Zinc is computed five times in one hexagonal crystal structure, each time with a different density functional, the approximation for exchange and correlation between electrons. The bulk modulus $B$ is the resistance to uniform compression, and its pressure derivative $B'$ tells how fast that resistance grows under load. The ratio $c/a$ compares the height of the cell with its base edge.

Zinc in the omega (AlB2-type) structure, computed without spin polarisation in Ansatz 0.2.0: scalar-relativistic plane-wave DFT with PAW datasets made for PBE, cutoff 420 eV, Fermi-Dirac smearing of width 0.1 eV. Volume, bulk modulus and its pressure derivative come from a third-order Birch-Murnaghan fit to uniformly scaled cells.

| functional | k mesh | volume per atom (Å³) | bulk modulus (GPa) | bulk modulus pressure derivative | c over a |
| --- | --- | --- | --- | --- | --- |
| LDA | 10×10×14 | 13.84 | 94.1 | 5.37 | 0.60900 |
| PBEsol | 10×10×13 | 14.48 | 81.1 | 5.41 | 0.61000 |
| PBE | 11×11×15 | 15.58 | 62.8 | 5.55 | 0.59900 |
| RPBE | 9×9×13 | 16.31 | 52.4 | 5.78 | 0.59900 |
| BLYP | 9×9×13 | 17.70 | 34.0 | 6.55 | 0.56200 |

### (a) Which functional gives the largest crystal, and which the stiffest?

BLYP gives the largest volume per atom, 28 % above that of LDA, which gives the smallest. The order of stiffness is exactly reversed: the LDA crystal is almost three times as stiff as the BLYP one. Each step down the table brings a larger volume and a lower bulk modulus.

### (b) Why does the volume grow in this order?

LDA treats each point of the crystal as part of a uniform electron gas, and it usually binds metals too tightly. The other functionals also look at the gradient of the density, and their exchange favours uneven densities. The density between atoms becomes more uneven as they move apart, so the gradient term acts as an outward pressure. It is weak in PBEsol, stronger in PBE and stronger still in RPBE, which is the order of the volumes.

BLYP joins strongly gradient-dependent exchange to a correlation part that doesn't reproduce the uniform electron gas, and it often underbinds metals. These causes are standard theory; the table shows only their joint result. In a cubic metal such as copper or aluminium the same reasoning again puts LDA below PBE and PBE below RPBE in volume, but there the cell has no $c/a$ to adjust.

### (c) Why does a larger crystal resist compression less?

Resistance to compression comes mainly from the kinetic energy of confined electrons and from the overlap of filled shells. Both fade quickly as atoms separate. For a single functional, $B'=dB/dP$ and $dP=-B\,d\ln V$ together give

$$-\frac{d\ln B}{d\ln V}=B'.$$

With $B'$ between 5.4 and 6.6, stretching the crystal of one functional by 1 % in volume lowers its bulk modulus by roughly 5 to 7 %. From one functional to the next the loss is smaller, about 3.3 to 5.3 % for each 1 % of volume. A quoted bulk modulus therefore means little without its volume.

A spring that stiffens when squeezed behaves in the same way. A steady outward pull moves its rest point to where it is softer, though the spring itself is unchanged. The likeness holds only if the pull is the same at every length, and the next part tests that.

### (d) Is BLYP zinc softer than PBE zinc at the same volume?

No, it is stiffer. Near 15.9 Å³ per atom, and with each functional's own $c/a$, the pressures computed in the same runs give a bulk modulus of about 64 GPa for BLYP and 56 GPa for PBE. Near 14.7 Å³, PBE in turn is stiffer than LDA, with 87 against 67 GPa. In both pairs the functional with the larger equilibrium volume is the stiffer one at equal volume, so its low tabulated bulk modulus comes from the volume at which it settles.

The steady pull of the spring is thus too simple. The outward pressure added by a functional must itself weaken as the crystal expands. Compression then has to overcome a growing extra pressure, which adds stiffness.

### (e) Can the LDA bulk modulus be estimated from the PBE crystal?

Let $\delta P(V)$ be the pressure that another functional adds to the PBE pressure. At that functional's own equilibrium the total pressure is zero, so $\delta P=-P_{\mathrm{PBE}}$ there. As a trial, let the added energy vary as the inverse of length, as exchange energy does when the whole density is stretched uniformly. The added energy then goes as $V^{-1/3}$ and the added pressure as $V^{-4/3}$, while its sign and size are taken from the equilibrium volume. Since $B=-V\,dP/dV$, the estimate is

$$B\approx B_{\mathrm{PBE}}(V)-\tfrac{4}{3}P_{\mathrm{PBE}}(V).$$

Squeezed to the LDA volume, the PBE crystal is under 10.3 GPa and has a bulk modulus of 116 GPa on its Birch-Murnaghan curve. The estimate is $116-\tfrac{4}{3}\times10.3\approx102$ GPa, which is 8 % above the computed LDA value. Without the correction the error would be 23 %.

PBE supplies the curve, and the other four rows test it with no adjusted constant. All four estimates lie within 9 % of the computed values, as the output below shows. The exponent is only a trial choice, and the match doesn't prove it. Taken literally, uniform stretching would turn the lower exchange energy of a stronger gradient term into an inward pressure, against part (b). The real density doesn't stretch that way, because the cores and filled 3d shells of zinc stay almost unchanged, and correlation changes as well. The correction is too weak for LDA, PBEsol and RPBE and too strong for BLYP, whose volume lies beyond the range over which the PBE curve was computed.

### (f) Which differences in $c/a$ are real?

Only the drop in BLYP stands out. From RPBE to BLYP the base edge grows by 5 % while the height shrinks by 1.5 %, so the crystal expands sideways only. Both rows use the same k mesh, which rules out a change of mesh as the cause, though no test shows that the meshes are fine enough. Part of the drop comes with the larger volume. When the BLYP cell is squeezed to 88 % of its volume, which is about the PBE volume, its stresses favour a taller cell, while at full volume they favour a flatter one. A larger volume alone doesn't flatten every cell, though. An RPBE cell stretched by 8 %, to about the BLYP volume, still favours a taller shape on the same k mesh. BLYP may favour a shape of its own, or the crystal may have two favoured shapes; these runs don't tell which.

The cell shapes aren't fully relaxed. In most rows the stress along the height still differs from that along the base by about 0.6 to 1.1 GPa, which would shift $c/a$ by up to about 0.01 if the cell resisted a change of shape as strongly as a change of volume, and by more if it is softer in shape. The difference of 0.001 between LDA and PBEsol therefore has no meaning, nor does the exact agreement of PBE and RPBE. To judge by the signs of these stresses, full relaxation would flatten the BLYP cell further, make the LDA, PBEsol and RPBE cells taller and leave the PBE cell almost as it is. The gap between BLYP and the others would then grow.

### (g) Which digits can be trusted, and which functional should be used?

The order of the volumes and the large loss of stiffness are safe to use; the last printed digits aren't. All five functionals run on atomic datasets made for PBE, so only the PBE row is fully consistent. The resulting error is usually smaller than the volume steps seen here, which are all above 4 %, but it wasn't tested for this crystal. The small difference in $B'$ between LDA and PBEsol should be ignored.

The bulk moduli also belong to a cell whose $c/a$ is frozen during compression. A crystal free to change its shape may find an easier way to shrink. If it starts from its best shape, this freedom can only lower the bulk modulus or leave it the same.

The table can't decide which functional is best for zinc. Real zinc is hexagonal close-packed, with an unusually tall cell, and handbook values refer to that structure. A functional for design data should be chosen by computing that structure and comparing its volume with experiment first, since an error in volume carries over to the stiffness several times enlarged.

Printed output of the fit:

```
Change from LDA and slope from the row above:
     row  volume change %  bulk modulus change %  -dlnB/dlnV  mean B' of the pair  B' less slope
     LDA                0                      0         n/a                  n/a            n/a
  PBEsol            4.624                 -13.82       3.289                 5.39          2.101
     PBE            12.57                 -33.26       3.493                 5.48          1.987
    RPBE            17.85                 -44.31       3.954                5.665          1.711
    BLYP            27.89                 -63.87       5.289                6.165         0.8763
PBE crystal brought to each volume:
     row  pressure GPa  B on PBE curve GPa  miss %  B with 4/3 term GPa  miss with 4/3 term %
     LDA         10.33               115.8   23.07                  102                 8.441
  PBEsol         5.633               92.55   14.12                85.04                 4.862
     PBE             0                62.8       0                 62.8                     0
    RPBE        -2.532               48.27  -7.881                51.65                -1.437
    BLYP        -5.621               28.42   -16.4                35.92                 5.641
PBE pressure at the LDA volume, interpolated from the runs, GPa: 10.38
LDA bulk modulus from run pressures near 14.7 cubic angstrom, GPa: 67.32
PBE bulk modulus from run pressures near 14.7 cubic angstrom, GPa: 87.27
PBE bulk modulus from run pressures near 15.9 cubic angstrom, GPa: 56.26
BLYP bulk modulus from run pressures near 15.9 cubic angstrom, GPa: 64
Cell edges and leftover stress:
     row  a in angstrom  c in angstrom  stress c less a GPa  crude c/a shift if shear stiffness equals B
     LDA          4.286           2.61                1.047                                     0.006778
  PBEsol          4.349          2.653                0.584                                     0.004393
     PBE          4.483          2.685              0.07022                                    0.0006698
    RPBE          4.552          2.727                 1.08                                      0.01234
    BLYP          4.778          2.685              -0.7705                                     -0.01274
change of a from RPBE to BLYP, %: 4.971
change of c from RPBE to BLYP, %: -1.513
LDA bulk modulus over BLYP bulk modulus: 2.768
```
